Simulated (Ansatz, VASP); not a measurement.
## One calculation of Re, two programs

```
Re
1.0
     2.75037    0.00000    0.00000
    -1.37518    2.38189    0.00000
     0.00000    0.00000    4.44320
Re
2
Direct
  0.33333 0.66667 0.25000
  0.66667 0.33333 0.75000
```

Alike in both runs: functional PBEsol; k mesh 18 × 18 × 10; occupations gaussian, width 0.1 eV; no spin polarisation.

Ansatz relaxed the structure, and its values are those at the end. VASP's run is a single point on that final structure, the one shown.

```csv
,VASP,Ansatz
version,VASP 6.6.1,Ansatz 0.2.0
potentials or method,"VASP PAW PBE potentials, release 64 (Re)","scalar-relativistic, plane waves, PAW"
plane-wave cutoff (eV),520,420
valence electrons in the cell,14,30
```

|  | VASP | Ansatz | Ansatz less VASP |
| --- | --- | --- | --- |
| gap on the k mesh at the Fermi level (eV) | none | none | - |
| pressure (GPa) | 0.0 | 0.0 | -0.04 |

A gap of «none» marks a metal or a gap that the smearing closes. With one functional, cell and mesh, what is left measures potentials, basis and numerics. The two sets of potentials don't hold the same shells in valence.

Caveats: the PAW data sets were made with another functional, which shifts forces and pressure a little (VASP). The runs have no spin-orbit coupling, so splittings on Re are missing.
